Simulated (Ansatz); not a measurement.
SiC built on the zincblende prototype, relaxed with r2SCAN in Ansatz 0.2.0. Space group F-43m (No. 216), cubic; conventional cell a = 4.356 Å, 10.33 Å³ an atom. Si has 4 C at 1.89 Å; C has 4 Si at 1.89 Å.

The axes x, y and z are those of this cell:
```
CELL_PARAMETERS angstrom
0.00000 2.17805 2.17805
2.17805 0.00000 2.17805
2.17805 2.17805 0.00000
ATOMIC_POSITIONS crystal
Si 0.00000 0.00000 0.00000
C 0.25000 0.25000 0.25000
```

Unstrained: PBE gives an indirect gap of 1.358 eV, from Γ to X; the least direct gap is 4.547 eV at X. With r2SCAN the valence top lies at Γ and the conduction bottom at X, 1.713 eV higher; the smallest vertical gap, at X, is 5.048 eV. With HSE06 the valence top lies at Γ and the conduction bottom at X, 2.227 eV higher; the smallest vertical gap, at X, is 5.720 eV. Meshes: PBE 10×10×10, r2SCAN 10×10×10, HSE06 8×8×8. Strains are changes of length per length. After each strain the atoms were relaxed again with r2SCAN within the symmetry that the strain leaves, so tilts or polar shifts that break it weren't tested; points keep the names that they have in the unstrained zone. No spin polarisation and no zero-point or thermal motion.

Task: Apply epitaxial -1.0 % in the plane normal to [111], free normal strain +0.20 %. How far does the gap move, against the unstrained cell?

Result: PBE: the gap goes from 1.358 to 1.297 eV (-0.061 eV); with r2SCAN the top three valence levels at Γ, degenerate before, become 2+1 from the top over 126 meV. r2SCAN: the gap goes from 1.713 to 1.655 eV (-0.058 eV). HSE06: the gap goes from 2.227 to 2.171 eV (-0.056 eV). The r2SCAN energy rises by 4.1 meV an atom.

Task: Apply epitaxial +3.0 % in the plane normal to [111], free normal strain -0.51 %. How far does the gap move, against the unstrained cell?

Result: PBE: the gap goes from 1.358 to 1.204 eV (-0.154 eV); with r2SCAN the top three valence levels at Γ, degenerate before, become 1+2 from the top over 268 meV. r2SCAN: the gap goes from 1.713 to 1.538 eV (-0.175 eV). HSE06: the gap goes from 2.227 to 2.061 eV (-0.166 eV). The r2SCAN energy rises by 33.3 meV an atom.

Task: Apply epitaxial +1.0 % in the plane normal to [111], free normal strain -0.17 %. How far does the gap move, against the unstrained cell?

Result: PBE: the gap goes from 1.358 to 1.303 eV (-0.055 eV); with r2SCAN the top three valence levels at Γ, degenerate before, become 1+2 from the top over 105 meV. r2SCAN: the gap goes from 1.713 to 1.651 eV (-0.062 eV). HSE06: the gap goes from 2.227 to 2.167 eV (-0.060 eV). The r2SCAN energy rises by 3.9 meV an atom.

Task: Apply epitaxial +4.0 % in the plane normal to [111], free normal strain -0.68 %. How far does the gap move, against the unstrained cell?

Result: PBE: the gap goes from 1.358 to 1.161 eV (-0.197 eV); with r2SCAN the top three valence levels at Γ, degenerate before, become 1+2 from the top over 327 meV. r2SCAN: the gap goes from 1.713 to 1.488 eV (-0.225 eV). HSE06: the gap goes from 2.227 to 2.015 eV (-0.212 eV). The r2SCAN energy rises by 57.9 meV an atom.

Task: Estimate what epitaxial +2.0 % in the plane normal to [111], free normal strain -0.34 % does to the gap.

Result: PBE: the gap goes from 1.358 to 1.252 eV (-0.106 eV); with r2SCAN the top three valence levels at Γ, degenerate before, become 1+2 from the top over 195 meV. r2SCAN: the gap goes from 1.713 to 1.593 eV (-0.120 eV). HSE06: the gap goes from 2.227 to 2.112 eV (-0.115 eV). The r2SCAN energy rises by 15.1 meV an atom.

Task: For epitaxial -3.0 % in the plane normal to [111], how far does the free direction move, and what happens to the gap?

Result: The normal strain at zero normal stress is +0.60 %, 0.20 of the in-plane strain with the sign turned. PBE: the gap goes from 1.358 to 1.131 eV (-0.227 eV); the edges go from Γ → X to (-0.005, -0.003, -0.003) → X; with r2SCAN the top three valence levels at Γ, degenerate before, become 2+1 from the top over 430 meV. r2SCAN: the gap goes from 1.713 to 1.493 eV (-0.220 eV). HSE06: the gap goes from 2.227 to 2.015 eV (-0.212 eV); the edges go from Γ → X to (-0.005, -0.003, -0.003) → X.

Task: Apply epitaxial -4.0 % in the plane normal to [111], free normal strain +0.80 %. How far does the gap move, against the unstrained cell?

Result: PBE: the gap goes from 1.358 to 1.024 eV (-0.334 eV); with r2SCAN the top three valence levels at Γ, degenerate before, become 2+1 from the top over 611 meV. r2SCAN: the gap goes from 1.713 to 1.387 eV (-0.326 eV). HSE06: the gap goes from 2.227 to 1.912 eV (-0.315 eV). The r2SCAN energy rises by 70.2 meV an atom.

Task: Estimate what epitaxial -2.0 % in the plane normal to [111], free normal strain +0.40 % does to the gap.

Result: PBE: the gap goes from 1.358 to 1.221 eV (-0.137 eV); with r2SCAN the top three valence levels at Γ, degenerate before, become 2+1 from the top over 270 meV. r2SCAN: the gap goes from 1.713 to 1.582 eV (-0.131 eV). HSE06: the gap goes from 2.227 to 2.101 eV (-0.126 eV). The r2SCAN energy rises by 16.8 meV an atom.

Where an edge lies off the special points, it is a point of the mesh or the k point where a search put PBE's edge or least direct gap, reused for the other functionals, whose own edges may lie a little apart.

Coordinates of k points refer to the reciprocal vectors of the primitive cell of the runs.

The meshes of the hybrids are coarse, so their gaps aren't converged to the digits shown.

The splittings at Γ are without spin-orbit coupling, which regroups them where it is of like size or larger.
